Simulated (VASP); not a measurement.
## Results of a VASP single-point calculation on ZnSe (strained zincblende)

POSCAR

```
Zn Se
 1.0000000000000000
     0.0000000000000000    2.8749069950999999    2.7824172340000000
     2.8749069950999999    0.0000000000000000    2.7824172340000000
     2.8749069950999999    2.8749069950999999    0.0000000000000000
 Zn  Se
   1   1
Cartesian
  0.0000000000000000  0.0000000000000000  0.0000000000000000
  1.4374534975500000  1.4374534975500000  1.3912086170000000
```

| Property | Result |
| --- | --- |
| gap between bands v and c | 1.74 eV |
| least direct gap | 1.74 eV |

Band v is the last that the valence electrons fill when counted band by band, and c is the next. Levels in eV from the top of v:

```csv
point,v−1,v,c,c+1
Γ,-0.11,0.00,1.74,6.24
X,-2.38,-2.38,3.19,3.58
K,-3.17,-1.81,4.00,6.05
L,-1.04,-0.85,2.94,6.66
W,-2.86,-2.72,5.68,5.85
```

Q: Which of these levels of theory gave these results?
A. PBE0
B. PBE
C. PBE with spin–orbit coupling
D. PBEsol
E. LDA
F. r²SCAN
G. HSE06

A: F.

The INCAR was:

```
LWAVE = .FALSE.
LELF = .TRUE.
LREAL = .FALSE.
PREC = Accurate
NBANDS = 16
NELM = 120
NSW = 0
ENCUT = 520
LCHARG = .TRUE.
METAGGA = R2SCAN
ISIF = 2
EDIFF = 1E-7
IBRION = -1
ISMEAR = 0
LASPH = .TRUE.
ALGO = Normal
SIGMA = 0.01
```
